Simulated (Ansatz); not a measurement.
## Contact densities of AgCl against volume

```
Ag Cl
1.0
     0.00000    2.77266    2.77266
     2.77266    0.00000    2.77266
     2.77266    2.77266    0.00000
Ag Cl
1 1
Direct
  0.00000 0.00000 0.00000
  0.50000 0.50000 0.50000
```

Atoms are numbered in the order listed.

The cell is the one relaxed in the Materials Project (mp-22922), not relaxed further here; entries there can be hypothetical.

Method: DFT, r2SCAN, all-electron PAW with datasets made for the crystal, scalar-relativistic (Ansatz 0.2.0).

Sampling and basis: a Γ-centred 9×9×9 k mesh, Fermi–Dirac smearing of 0.01 eV, cutoff 260 eV (chosen by the program for this cell), no spin polarisation.

The contact density is the mean electron density over the nuclear volume; its changes follow the s electrons' response to bonding and compression. Changes below are taken from the unscaled cell, where it is 946780 e/Å³ at Ag1, 24079.6 e/Å³ at Cl2.

```csv
V/V(cell),P (GPa),Δρ(0) Ag1 (e/Å³),Δρ(0) Cl2 (e/Å³)
0.9600,2.3,?,-0.01
1.0000,0.0,0.00,0.00
1.0400,-1.8,?,0.01
```

Question: What belongs in the row "0.9600", column "Δρ(0) Ag1 (e/Å³)"?

Answer: 2.58.

Question: What belongs in the row "1.0400", column "Δρ(0) Ag1 (e/Å³)"?

Answer: -2.33.

The datasets are made afresh for each cell, so very small changes are uncertain.
